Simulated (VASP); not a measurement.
Wanted: the native input for a VASP 6.6.1 run.

| Property | Result |
| --- | --- |
| Task | single point |
| Functional | PBE |
| Potentials or basis | VASP PAW PBE potentials, release 64 (W_sv_GW, S_GW) |
| Cutoff | 450 eV |
| k mesh | 4 × 4 × 4 |
| Occupations | gaussian, width 0.02 eV |
| Spin | no spin polarisation |
| Further INCAR settings | ALGO = Fast; EDIFF = 1e-06; NBANDS = 20 |

The structure of WS2 lies in POSCAR:

```
WS2
1.0
    1.5790000000      0.9116360751      6.1633333333
   -1.5790000000      0.9116360751      6.1633333333
    0.0000000000     -1.8232721501      6.1633333333
W S
1 2
Direct
    0.0000000000      0.0000000000      0.0000000000
    0.5810000000      0.5810000000      0.5810000000
    0.7503000000      0.7503000000      0.7503000000
```

Measurements of this composition are mostly on another form, of space group No. 194.

The input as run:

INCAR

```
  ALGO = Fast
  EDIFF = 1E-6
  ENCUT = 450
  GGA = PE
  ISIF = 2
  ISMEAR = 0
  LASPH = True
  LCHARG = True
  LELF = True
  LREAL = False
  LVHAR = True
  LWAVE = False
  NBANDS = 20
  NELM = 80
  PREC = Accurate
  SIGMA = 0.02
```

KPOINTS

```
k-points
0
Gamma
  4 4 4
```

Potentials or basis: VASP PAW PBE potentials, release 64 (W_sv_GW, S_GW).

The run is started by

```bash
$ cat potpaw_PBE.64/W_sv_GW/POTCAR potpaw_PBE.64/S_GW/POTCAR > POTCAR
$ mpirun -np 1 vasp_std > vasp.out
```

It gave:

The pressure is 3.8 GPa and the largest force is 0.603 eV/Å. The band gap on the k mesh is 1.36 eV, indirect (least direct gap 2.29 eV).

Caveat: the k mesh is coarse (spacing up to 0.58 Å⁻¹), so the values aren't converged; spin-orbit coupling is left out, which moves the levels of the heavy elements.

Run time: 82 s on 1 thread of Intel(R) Xeon(R) Platinum 8559C (Emerald Rapids), with other jobs on the host, peak memory 0.33 GiB.
